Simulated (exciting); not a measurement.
Input of an exciting (release sodium) run:

File input.xml:

```xml
<input>
  <title>ZnAu</title>
  <structure speciespath="./" tshift="false">
    <crystal scale="1">
      <basevect>5.946968114197 0.000000000000 0.000000000000</basevect>
      <basevect>0.000000000000 5.946968114197 0.000000000000</basevect>
      <basevect>0.000000000000 0.000000000000 5.946968114197</basevect>
    </crystal>
    <species speciesfile="Au.xml" rmt="2.3">
      <atom coord="0.000000000000 0.000000000000 0.000000000000"/>
    </species>
    <species speciesfile="Zn.xml" rmt="2">
      <atom coord="0.500000000000 0.500000000000 0.500000000000"/>
    </species>
  </structure>
  <groundstate do="fromscratch" ngridk="8 8 8" rgkmax="9" gmaxvr="14" lmaxapw="10" lmaxmat="10" lmaxvr="8" xctype="GGA_PBE_SOL" stype="Fermi Dirac" swidth="0.00183747" nempty="14" ValenceRelativity="iora*" epsengy="1e-05" epspot="1e-05" maxscl="60" tforce="true" outputlevel="normal"/>
</input>
```

Potentials or basis: all-electron LAPW+lo, shipped species files, valence relativity iora*.

The run is started by

```sh
$ OMP_NUM_THREADS=1 exciting_smp
```

(1) Predict the band gap on the k mesh.

Results:

(1) none (metal or under the smearing width).
